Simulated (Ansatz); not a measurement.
Input and command of a plane-wave DFT calculation in Ansatz:

```yaml
crystal:
  lattice:
    - [4.3376594601, 0.0, 0.0]
    - [-2.16882973, 7.1299101424, 0.0]
    - [0.0, 0.0, 24.8617004677]
  atoms:
    - { symbol: B, position: [0.2723895727, 0.211445812, 0.3016688263] }
    - { symbol: "N", position: [0.9390562393, 0.211445812, 0.3016688263] }
    - { symbol: B, position: [0.1813454017, 0.6960241368, 0.326460223] }
    - { symbol: "N", position: [0.5146787351, 0.6960241368, 0.326460223] }
    - { symbol: B, position: [0.7569678974, 0.1806024616, 0.3512516197] }
    - { symbol: "N", position: [0.4236345641, 0.1806024616, 0.3512516197] }
    - { symbol: B, position: [0.6659237265, 0.6651807864, 0.3760430164] }
    - { symbol: "N", position: [0.9992570598, 0.6651807864, 0.3760430164] }
    - { symbol: B, position: [0.2415462222, 0.1497591111, 0.4008344132] }
    - { symbol: "N", position: [0.9082128889, 0.1497591111, 0.4008344132] }
    - { symbol: B, position: [0.1505020513, 0.6343374359, 0.4256258099] }
    - { symbol: "N", position: [0.4838353846, 0.6343374359, 0.4256258099] }
    - { symbol: B, position: [0.726124547, 0.1189157607, 0.4504172066] }
    - { symbol: "N", position: [0.3927912137, 0.1189157607, 0.4504172066] }
    - { symbol: B, position: [0.6350803761, 0.6034940855, 0.4752086033] }
    - { symbol: "N", position: [0.9684137094, 0.6034940855, 0.4752086033] }
    - { symbol: B, position: [0.2107028718, 0.0880724103, 0.5] }
    - { symbol: "N", position: [0.8773695385, 0.0880724103, 0.5] }
    - { symbol: B, position: [0.1196587009, 0.5726507351, 0.5247913967] }
    - { symbol: "N", position: [0.4529920342, 0.5726507351, 0.5247913967] }
    - { symbol: B, position: [0.6952811966, 0.0572290599, 0.5495827934] }
    - { symbol: "N", position: [0.3619478633, 0.0572290599, 0.5495827934] }
    - { symbol: B, position: [0.6042370257, 0.5418073847, 0.5743741901] }
    - { symbol: "N", position: [0.937570359, 0.5418073847, 0.5743741901] }
    - { symbol: B, position: [0.1798595214, 0.0263857095, 0.5991655868] }
    - { symbol: "N", position: [0.8465261881, 0.0263857095, 0.5991655868] }
    - { symbol: B, position: [0.0888153505, 0.5109640343, 0.6239569836] }
    - { symbol: "N", position: [0.4221486838, 0.5109640343, 0.6239569836] }
    - { symbol: B, position: [0.6644378462, 0.9955423591, 0.6487483803] }
    - { symbol: "N", position: [0.3311045129, 0.9955423591, 0.6487483803] }
    - { symbol: B, position: [0.5733936753, 0.4801206839, 0.673539777] }
    - { symbol: "N", position: [0.9067270086, 0.4801206839, 0.673539777] }
    - { symbol: B, position: [0.149016171, 0.9646990087, 0.6983311737] }
    - { symbol: "N", position: [0.8156828377, 0.9646990087, 0.6983311737] }
basis:
  ecutwfc: 420
kpoints:
  mp_grid: { grid: [7, 4, 1] }
hamiltonian:
  xc: pbesol
scf:
  occupations: { method: gaussian, width: 0.05 }
output:
  forces: true
  stress: true
  eigenvalues: true
efield:
  axis: 3
  dipole_correction: true
  ramp_width: 0.04
```

```bash
ansatz run input.yaml --threads 4 --pin off --max-ram 10240MiB --backend cpu --events-out ev --progress --plain --runs-dir out
```

Processor: Intel(R) Xeon(R) Processor @ 2.70GHz, 4 threads, on a host shared with other jobs.

Q: How long does it run, and how much memory does it take?

A: About 62 s on 4 threads of Intel(R) Xeon(R) Processor @ 2.70GHz, on a shared host, peak memory 2.2 GiB. It solves 102 bands at 15 k points (the mesh reduced by symmetry) with about 15047 plane waves, in 10 SCF iterations.
